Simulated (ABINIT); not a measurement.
Here is an ABINIT 10.8.3 (patched build) calculation.

run.abi

```
# Pseudopotentials
pp_dirpath "./"
pseudos "In.upf, P.upf"

# Structure
acell 4.1443528445 4.1443528445 4.1443528445 Angstrom
rprim
     0.0000000000     0.7071067812     0.7071067812
     0.7071067812     0.0000000000     0.7071067812
     0.7071067812     0.7071067812     0.0000000000
ntypat 2
znucl 49 15
natom 2
typat 1 2
chkprim 0
chksymtnons 0
tolsym 1.0e-6
xred
            0.0            0.0            0.0
            3/4            3/4            3/4

# Plane-wave basis
ecut 31.0
ecutsm 0.5

# k points
kptopt 1
ngkpt 6 6 6
nshiftk 1
shiftk 0.0 0.0 0.0

# Exchange and correlation
ixc -116133

# Bands and occupations
nband 13
occopt 3
tsmear 0.05 eV

# SCF cycle
nstep 80
tolvrs 1.0e-12

# Output
iomode 3
prteig 0
prtebands 0
prtwf 0
prtden 0

# Relaxation
ionmov 22
optcell 2
ntime 50
tolmxf 2.0e-5
dilatmx 1.08
```

Potentials or basis: PseudoDojo NC SR PBEsol v0.4.1 standard.

Run with:

```bash
$ abinit run.abi > log 2>&1
```

(1) Estimate the relaxed cell.

(2) What does it give for the relaxed volume?

(3) Predict the space group after relaxing (to 0.05 Å).

## Answers

(1) a = 4.158 Å, b = 4.158 Å, c = 4.158 Å, α = 60.00°, β = 60.00°, γ = 60.00°.

(2) 25.42 Å³/atom.

(3) F-43m (No. 216).
